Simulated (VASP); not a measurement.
# Fe (Im-3m) in VASP: a series of runs

The runs below take Fe through relaxation of cell and atoms, electrostatic potential, with PBEsol.

Everything below comes from runs of VASP 6.6.1. Logs are shortened: lines on timing, memory, paths and dates and some standing lists are left out, and cuts for length are marked.

## 1. The crystal as given

It takes space group Im-3m (No. 229, cubic). Conventional cell: a = 2.790 Å, b = 2.790 Å, c = 2.790 Å, α = 90.00°, β = 90.00°, γ = 90.00°. Fe (site symmetry m-3m) has 8 Fe at 2.42 Å as nearest neighbours.

The cell was built by a generator and needn't be a form met in nature.

## 2. Relaxation of cell and atoms, PBEsol, collinear spin, ferromagnetic start

INCAR reads:

```
PREC = Accurate ; ENCUT = 600
EDIFF = 1E-6 ; ISMEAR = 1
SIGMA = 0.1 ; LREAL = False
LASPH = True ; NELM = 120
ALGO = Fast ; ISIF = 3
LWAVE = False ; LCHARG = False
ISPIN = 2 ; MAGMOM = 2.5
LORBIT = 11 ; LMAXMIX = 4
GGA = PS ; IBRION = 2
NSW = 60 ; EDIFFG = -0.005
```

KPOINTS reads:

```
Automatic mesh
0
Gamma
  20 20 20
```

POSCAR reads:

```
Fe
1.0
   -1.3950000000      1.3950000000      1.3950000000
    1.3950000000     -1.3950000000      1.3950000000
    1.3950000000      1.3950000000     -1.3950000000
Fe
1
Direct
    0.0000000000      0.0000000000      0.0000000000
```

Potentials or basis: VASP PAW PBE potentials, release 64 (Fe).

Command:

```console
> cat potpaw_PBE.64/Fe/POTCAR > POTCAR
> mpirun -np 1 vasp_std > vasp.out
```

OUTCAR:

```text
PREC = Accurate
   ENCUT = 600
   EDIFF = 1E-6
   ISMEAR = 1
   LREAL = False
   LASPH = True
   NELM = 120
   ISIF = 3
   ISPIN = 2
   LORBIT = 11
   GGA = PS
   IBRION = 2
   NSW = 60
   EDIFFG = -0.005

 ion  position               nearest neighbor table
   1  0.000  0.000  0.000-

  LATTYP: Found a body centered cubic cell.
 ALAT       =     2.7900000000

  Lattice vectors:

 A1 = (  -1.3950000000,   1.3950000000,   1.3950000000)
 A2 = (   1.3950000000,  -1.3950000000,   1.3950000000)
 A3 = (   1.3950000000,   1.3950000000,  -1.3950000000)

Analysis of symmetry for initial positions (statically):
=====================================================================
 Subroutine PRICEL returns:
 Original cell was already a primitive cell.

 Routine SETGRP: Setting up the symmetry group for a
 body centered cubic supercell.

 Subroutine GETGRP returns: Found 48 space group operations
 (whereof 48 operations were pure point group operations)
 out of a pool of 48 trial point group operations.

The static configuration has the point symmetry O_h .

Analysis of symmetry for dynamics (positions and initial velocities):
=====================================================================
 Subroutine PRICEL returns:
 Original cell was already a primitive cell.

 Routine SETGRP: Setting up the symmetry group for a
 body centered cubic supercell.

 Subroutine GETGRP returns: Found 48 space group operations
 (whereof 48 operations were pure point group operations)
 out of a pool of 48 trial point group operations.

The dynamic configuration has the point symmetry O_h .

Analysis of structural, dynamic, and magnetic symmetry:
=====================================================================
 Subroutine PRICEL returns:
 Original cell was already a primitive cell.

 Routine SETGRP: Setting up the symmetry group for a
 body centered cubic supercell.

 Subroutine GETGRP returns: Found 48 space group operations
 (whereof 48 operations were pure point group operations)
 out of a pool of 48 trial point group operations.

The overall configuration has the point symmetry O_h .

 Subroutine INISYM returns: Found 48 space group operations
 (whereof 48 operations are pure point group operations),
 and found     1 'primitive' translations

----------------------------------------------------------------------------------------

[... 107 lines left out ...]
   IALGO  =     68    algorithm
   IMIX   =      4    mixing-type and parameters
     AMIX     =   0.40;   BMIX     =  1.00
     AMIX_MAG =   1.60;   BMIX_MAG =  1.00
  volume/ion in A,a.u.               =      10.86        73.28
  Fermi-wavevector in a.u.,A,eV,Ry     =   1.478577  2.794105 29.744921  2.186190
  Thomas-Fermi vector in A             =   2.592841
   LORBIT       =     11    0 simple, 1 ext, 2 COOP (PROOUT), +10 PAW based schemes
   GGA     = PS    functional components
   LHFCALC =     F    Hartree Fock is set to
   AEXX    =    0.0000 exact exchange contribution
   IVDW    =     0    specifies the selected vdW correction
   LEPSILON=     F    determine dielectric tensor
   LRPA    =     F    only Hartree local field effects (RPA)
 conjugate gradient relaxation of ions
 spin polarized calculation
 RMM-DIIS sequential band-by-band and
 Methfessel and Paxton  Order N= 1 SIGMA  =   0.10
  energy-cutoff  :      600.00
  volume of cell :       10.86
 maximum number of plane-waves:       374
   NGX =  9   NGY =  9   NGZ =  9

--------------------------------------- Ionic step        1  -------------------------------------------

 number of electron       8.0000001 magnetization       2.0885728

 Free energy of the ion-electron system (eV)
  ---------------------------------------------------
  ext. energy  EPLUGINS =         0.00000000
  ---------------------------------------------------
  free energy    TOTEN  =        -8.91874369 eV

  energy without entropy =       -8.91929878  energy(sigma->0) =       -8.91892872

------------------------ aborting loop because EDIFF is reached ----------------------------------------

  FORCE on cell =-STRESS in cart. coord.  units (eV):
  Direction    XX          YY          ZZ          XY          YZ          ZX
  --------------------------------------------------------------------------------------
  -------------------------------------------------------------------------------------
  Total       -0.0935523     -0.0935523     -0.0935523      0.0000000      0.0000000     -0.0000000
  in kB      -13.8032800    -13.8032800    -13.8032800      0.0000000      0.0000000     -0.0000000
  external PRESSURE =     -13.8032800 kB  Pullay stress =       0.0000000 kB
[... 57 lines left out ...]
--------------------------------------- Ionic step        3  -------------------------------------------

 number of electron       7.9999999 magnetization       2.0814161

 Free energy of the ion-electron system (eV)
  ---------------------------------------------------
  ext. energy  EPLUGINS =         0.00000000
  ---------------------------------------------------
  free energy    TOTEN  =        -8.91904195 eV

  energy without entropy =       -8.91969780  energy(sigma->0) =       -8.91926057

 E-fermi :   6.2153     XC(G=0): -13.5745

 val. band max:        6.2138465278   @ k =  -0.4000   0.4000   0.2500
 cond. band min:       6.2157555509   @ k =  -0.4500   0.4500   0.0500
 fundamental gap:      0.0019090230
 Fermi energy:         6.2152600234

 spin component 1

 k-point     1 :       0.0000    0.0000    0.0000
  band No.  band energies     occupation
      1      -2.6180      1.00000
      2       3.8054      1.00000
      3       3.8054      1.00000
      4       3.8054      1.00000
      5       5.1642      1.00000
      6       5.1642      1.00000
      7      31.6414      0.00000
      8      31.6414      0.00000
      9      31.6414      0.00000
[... 265 lines left out ...]
 k-point    24 :       0.2500    0.1000    0.0000
  band No.  band energies     occupation
      1       0.6404      1.00000
      2       3.0197      1.00000
      3       3.5086      1.00000
      4       4.9666      1.00000
      5       5.3819      1.00000
      6       5.9852      1.00269
      7      20.3832      0.00000
      8      24.8867      0.00000
      9      28.6089      0.00000

 [... further k-points ...]

 spin component 2

 k-point     1 :       0.0000    0.0000    0.0000
  band No.  band energies     occupation
      1      -2.3535      1.00000
      2       5.6108      1.00000
      3       5.6109      1.00000
      4       5.6109      1.00000
      5       7.7246     -0.00000
      6       7.7247     -0.00000
      7      31.5701      0.00000
      8      31.5701      0.00000
      9      31.5701      0.00000
[... 304 lines left out ...]
  FREE ENERGIE OF THE ION-ELECTRON SYSTEM (eV)
  ---------------------------------------------------
  free  energy   TOTEN  =        -8.9190419525 eV

  energy  without entropy=       -8.9196977997  energy(sigma->0) =       -8.91926057

 reached required accuracy - stopping structural energy minimisation

 total charge

# of ion       s       p       d       tot
------------------------------------------
    1        0.513   0.594   6.278   7.385

 magnetization (x)

# of ion       s       p       d       tot
------------------------------------------
    1       -0.012  -0.049   2.124   2.062
```

OSZICAR:

```text
N       E                     dE             d eps       ncg     rms          rms(c)
DAV:   1     0.175803420717E+02    0.17580E+02   -0.45640E+03  9536   0.123E+03
DAV:   2    -0.975200691416E+01   -0.27332E+02   -0.25774E+02  9293   0.139E+02
[... 22 lines left out ...]
DAV:   1    -0.892333584428E+01   -0.47278E-02   -0.96268E-02  9841   0.562E+00    0.623E-01
RMM:   2    -0.891942291127E+01    0.39129E-02   -0.96011E-03  9216   0.163E+00    0.551E-01
RMM:   3    -0.891912307140E+01    0.29984E-03   -0.71421E-04  9216   0.522E-01    0.211E-01
RMM:   4    -0.891907984711E+01    0.43224E-04   -0.50183E-05  9212   0.101E-01    0.501E-02
RMM:   5    -0.891904115439E+01    0.38693E-04   -0.21756E-05  9210   0.728E-02    0.639E-03
RMM:   6    -0.891904195251E+01   -0.79812E-06   -0.32762E-06  7822   0.189E-02
   3 F= -.89190420E+01 E0= -.89192606E+01  d E =-.298263E-03  mag=     2.0812
```

Run time: 49 s. Hardware: 1 thread of Intel Xeon 6975P-C (Granite Rapids), shared host; peak memory 0.18 GiB.

What came out:

| Property | Result |
| --- | --- |
| Free energy | -8.9190 eV |
| Relaxed volume | 10.79 Å³/atom |
| Relaxed cell | a = 2.411 Å, b = 2.411 Å, c = 2.411 Å, α = 109.47°, β = 109.47°, γ = 109.47° |
| Space group after relaxing (to 0.05 Å) | Im-3m (No. 229) |
| Energy gained by relaxing | 0.3 meV/atom |
| Ionic steps | 3 |
| Pressure after relaxing | -0.1 GPa |
| Band gap on the k mesh | none (metal or under the smearing width) |
| Net moment | 2.08 μB per cell |
| Site moments | Fe +2.06 μB |
| Valence electrons inside the program's atomic spheres | Fe 7.38 |

Step by step:
```
step  energy change (eV)  largest force (eV/Å)  pressure (GPa)  volume (Å³)
   1              0.0000                0.0000           -1.38        10.86
   2              0.0001                0.0000            1.73        10.71
   3             -0.0003                0.0000           -0.06        10.79
```

Final structure:
```
Fe
1.0
    -1.39214    1.39214    1.39214
     1.39214   -1.39214    1.39214
     1.39214    1.39214   -1.39214
Fe
1
Direct
  0.00000 0.00000 0.00000
```

Levels at points of the mesh, in eV from the Fermi level:
Spin up:
| k point | band 1 | band 2 | band 3 | band 4 | band 5 | band 6 | band 7 | band 8 | band 9 |
| --- | --- | --- | --- | --- | --- | --- | --- | --- | --- |
| (0.00, 0.00, 0.00) | -8.83 | -2.41 | -2.41 | -2.41 | -1.05 | -1.05 | 25.43 | 25.43 | 25.43 |
| (0.50, 0.00, 0.00) | -5.24 | -3.59 | -0.99 | -0.84 | 0.41 | 0.52 | 7.80 | 18.71 | 20.95 |
| (0.50, 0.50, 0.50) | -5.17 | -5.17 | 0.22 | 0.22 | 0.22 | 10.21 | 10.21 | 10.21 | 16.15 |
Spin down:
```tsv
k point	band 1	band 2	band 3	band 4	band 5	band 6	band 7	band 8
(0.00, 0.00, 0.00)	-8.57	-0.60	-0.60	-0.60	1.51	1.51	25.35	25.35
(0.50, 0.00, 0.00)	-4.00	-1.97	0.64	1.38	1.79	2.62	9.14	18.88
(0.50, 0.50, 0.50)	-3.46	-3.46	2.29	2.29	2.29	10.56	10.56	10.56
```

Caveat: the PAW data sets were made with another functional, which shifts forces and pressure a little.

## 3. Electrostatic potential, PBEsol, collinear spin, ferromagnetic start

This run uses another cell than the first one, of 10.79 Å³/atom, 0.994 times its volume.

INCAR reads:

```
  PREC = Accurate
  ENCUT = 520
  EDIFF = 1E-6
  ISMEAR = 1
  SIGMA = 0.1
  LREAL = False
  LASPH = True
  NELM = 150
  ALGO = Fast
  ISIF = 2
  LWAVE = False
  LCHARG = True
  ISPIN = 2
  MAGMOM = 2.5
  LORBIT = 11
  LMAXMIX = 4
  GGA = PS
  LVHAR = True
```

KPOINTS is that of step 2.

POSCAR reads:

```
Fe                                      
1.0
   -1.3921385089      1.3921385089      1.3921385089
    1.3921385089     -1.3921385089      1.3921385089
    1.3921385089      1.3921385089     -1.3921385089
  Fe            
     1
Direct
     0.0000000000000000    0.0000000000000000    0.0000000000000000
```

Potentials or basis: VASP PAW PBE potentials, release 64 (Fe).

Command:

```console
> cat potpaw_PBE.64/Fe/POTCAR > POTCAR
> mpirun -np 1 vasp_std > vasp.out
```

Wall time 22 s (1 thread of Intel Xeon 6975P-C (Granite Rapids), shared host); peak memory 0.16 GiB.

It converged, with:

```yaml
Free_energy: -8.9194 eV
Pressure: 0.0 GPa
Band_gap_on_the_k_mesh: none (metal or under the smearing width)
Net_moment: 2.08 μB per cell
Site_moments: Fe +2.06 μB
Valence_electrons_inside_the_program's_atomic_spheres: Fe 7.38
```

Levels at points of the mesh, in eV from the Fermi level:
Spin up:
| k point | band 2 | band 3 | band 4 | band 5 | band 6 | band 7 | band 8 | band 9 |
| --- | --- | --- | --- | --- | --- | --- | --- | --- |
| (0.00, 0.00, 0.00) | -2.41 | -2.41 | -2.41 | -1.05 | -1.05 | 25.43 | 25.43 | 25.43 |
| (0.50, 0.00, 0.00) | -3.59 | -0.99 | -0.84 | 0.41 | 0.52 | 7.80 | 18.71 | 20.95 |
| (0.50, 0.50, 0.50) | -5.17 | 0.22 | 0.22 | 0.22 | 10.21 | 10.21 | 10.21 | 16.15 |
Spin down:
```
           k point  band 1  band 2  band 3  band 4  band 5  band 6
(0.00, 0.00, 0.00)   -8.57   -0.60   -0.60   -0.60    1.51    1.51
(0.50, 0.00, 0.00)   -4.00   -1.97    0.64    1.38    1.79    2.62
(0.50, 0.50, 0.50)   -3.46   -3.46    2.29    2.29    2.29   10.56
```

Caveat: the PAW data sets were made with another functional, which shifts forces and pressure a little.
